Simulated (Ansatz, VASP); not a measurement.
# Na in VASP and in Ansatz

Contents of INCAR:

```
SYSTEM = Na
  PREC = Accurate
  ENCUT = 520
  EDIFF = 1E-7
  ISMEAR = -1
  SIGMA = 0.05
  LREAL = .False.
  LASPH = .True.
  NELM = 100
  ALGO = Normal
  ISIF = 2
  LWAVE = .False.
  LCHARG = .False.
  NBANDS = 14
```

KPOINTS

```
regular mesh
0
Gamma
  8 8 5
  0 0 0
```

The input POSCAR:

```
Na
1.0
    3.6901008715      0.0000000000      0.0000000000
   -1.8450504358      3.1957210973      0.0000000000
    0.0000000000      0.0000000000      6.0283729130
Na
2
Direct
    0.6666666667      0.3333333333      0.7500000000
    0.3333333333      0.6666666667      0.2500000000
```

input.yaml

```yaml
crystal:
  lattice:
    - [3.6901008715, 0.0, 0.0]
    - [-1.8450504358, 3.1957210973, 0.0]
    - [0.0, 0.0, 6.028372913]
  atoms:
    - { symbol: Na, position: [0.6666666667, 0.3333333333, 0.75] }
    - { symbol: Na, position: [0.3333333333, 0.6666666667, 0.25] }
kpoints:
  mp_grid: { grid: [8, 8, 5] }
scf:
  occupations: { method: fermi_dirac, width: 0.05 }
hamiltonian:
  xc: lda
  pseudopotentials: { kind: all_electron, lapw: { basis_error: 0.001 } }
output:
  forces: true
  stress: true
  eigenvalues: true
```

Change from the starting cell: volume scaled by 0.94.

Alike in both runs: task single point; functional LDA; k mesh 8 × 8 × 5; occupations fermi-dirac, width 0.05 eV; no spin polarisation.

|  | VASP | Ansatz |
| --- | --- | --- |
| version | VASP 6.6.1 | Ansatz 0.2.0 |
| potentials or method | VASP PAW LDA potentials, release 64 (Na_pv) | all-electron LAPW, scalar-relativistic |
| plane-wave cutoff (eV) | 520 | see its input |

|  | VASP | Ansatz | Ansatz less VASP |
| --- | --- | --- | --- |
| gap on the k mesh at the Fermi level (eV) | none | none | - |
| pressure (GPa) | -0.5 | -0.5 | +0.02 |
| largest component of the traceless stress (GPa) | 0.18 | 0.18 | +0.001 |

A gap of «none» marks a metal or a gap that the smearing closes. Ansatz ran all-electron here, so the differences hold the error of VASP's frozen core and of both bases.
